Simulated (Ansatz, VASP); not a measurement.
One calculation of SnH5, two programs

```
CELL_PARAMETERS angstrom
-2.28483 2.28483 2.55876
2.28483 -2.28483 2.55876
2.28483 2.28483 -2.55876
ATOMIC_POSITIONS crystal
Sn 0.50000 0.50000 0.00000
H 0.20971 0.20971 0.41942
H 0.79029 0.79029 0.58058
H 0.20971 0.79029 0.00000
H 0.79029 0.20971 0.00000
H 0.00000 0.00000 0.00000
```

Alike in both runs: functional PBE; k mesh 6 × 6 × 6; occupations gaussian, width 0.1 eV; no spin polarisation.

Ansatz relaxed the structure, and its values are those at the end. VASP's run is a single point on that final structure, the one shown.

|  | VASP | Ansatz |
| --- | --- | --- |
| version | VASP 6.6.1 | Ansatz 0.2.0 |
| potentials or method | VASP PAW PBE potentials, release 64 (Sn_d, H) | scalar-relativistic, plane waves, PAW |
| plane-wave cutoff (eV) | 520 | 420 |
| valence electrons in the cell | 19 | 19 |

Ansatz gave:

* gap on the k mesh at the Fermi level (eV): none
* pressure (GPa): 0.0
* rms of the force components (eV/Å): 0.002

**Question.** Which values does VASP return?

**Answer.** gap on the k mesh at the Fermi level (eV): none; pressure (GPa): -0.2; rms of the force components (eV/Å): 0.004.

A gap of «none» marks a metal or a gap that the smearing closes. With one functional, cell and mesh, what is left measures potentials, basis and numerics.
